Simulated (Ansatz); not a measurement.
Predict the output of the script below (Ansatz 0.2.0 through its Python package).

The script reads `zrn.cif`:
```cif
data_ZrN
_cell_length_a 3.252691
_cell_length_b 3.252691
_cell_length_c 3.252691
_cell_angle_alpha 60.00000
_cell_angle_beta 60.00000
_cell_angle_gamma 60.00000
_symmetry_space_group_name_H-M 'P 1'
_symmetry_Int_Tables_number 1
loop_
_symmetry_equiv_pos_as_xyz
'x, y, z'
loop_
_atom_site_label
_atom_site_type_symbol
_atom_site_fract_x
_atom_site_fract_y
_atom_site_fract_z
Zr1 Zr    0.500000    0.500000    0.500000
N2 N    0.000000    0.000000    0.000000
```

Script `smear_zrn.py`:
```python
"""How the energy of ZrN depends on the smearing."""

import ansatz as az
from ase.io import read
import pandas as pd

config = {
    "cutoff": 750,
    "xc": "r2scan",
    "vdw": "d3bjatm",
}

atoms = read("zrn.cif")
system = az.Crystal.from_ase(atoms)

setup = (
    system.calculation()
    .basis(config["cutoff"])
    .functional(config["xc"], dispersion=config["vdw"])
    .kpoints(7)
    .accuracy("low")
    .forces()
    .stress()
)

rows = []
for value in [0.5, 0.3, 0.2, 0.1]:
    report = setup.occupations("gaussian", width=value).run(threads=1, backend="cpu").report
    rows.append((value, report["free_energy_ev"] / len(report["lattice"]["sites"]), report["n_iterations"], sum(report["stress_gpa"][i][i] for i in range(3)) / 3, max(abs(f) for row in report["forces_ev_ang"] for f in row), report["n_kpoints"]))

table = pd.DataFrame(rows, columns=["width (eV)", "F/atom (eV)", "iterations", "P (GPa)", "max component (eV/A)", "k-points"])
print(table.round(5).to_string(index=False))

# differences from the last row
for row in rows[:-1]:
    shift = 1000 * (row[1] - rows[-1][1])
    print(f"{row[0]}: {shift:+.2f} meV/atom" + ("  (within 2 meV)" if abs(shift) < 2 else ""))
```

```console
$ python smear_zrn.py
 width (eV)  F/atom (eV)  iterations  P (GPa)  max component (eV/A)  k-points
        0.5  -2292.03967           7 -3.52285                   0.0        20
        0.3  -2292.02461           7 -3.70592                   0.0        20
        0.2  -2292.01977           7 -3.77506                   0.0        20
        0.1  -2292.01707           7 -3.81332                   0.0        20
0.5: -22.60 meV/atom
0.3: -7.54 meV/atom
0.2: -2.69 meV/atom
```

Going from 0.1 to 0.5 eV changes F by -22.6 meV an atom. With this scheme F falls roughly as the square of the width; the report's estimate for zero width (energy_sigma0_ev) moves by only -0.8 meV. The pressure moves from -3.81 to -3.52 GPa.

Notes:
- Spin is left out of this run.
- Dispersion corrections can be off by several per cent in the lattices of metals, and by several GPa in the pressure at a fixed cell.
- The mesh is modest for a metal, so energies can be off by several to tens of meV an atom and pressures by half a GPa or more; differences at equal mesh fare better.
- The free energy holds a sizeable smearing term, which stands for no physical temperature.
- Forces vanish by symmetry here and test nothing.
- Of the deposited cell: the entry's cell lengths or inner coordinates differ somewhat from later room-temperature determinations.
- The narrowest width needs the finest mesh, so the last row is no converged reference.
- Pressure is positive in compression.
- The starting cell is as deposited in a crystallographic database; the results hold for this polymorph, which needn't be the stable one.
- Run time: 9.9 s on 1 thread of Arm Neoverse V1, on a shared host, peak memory 0.5 GiB.
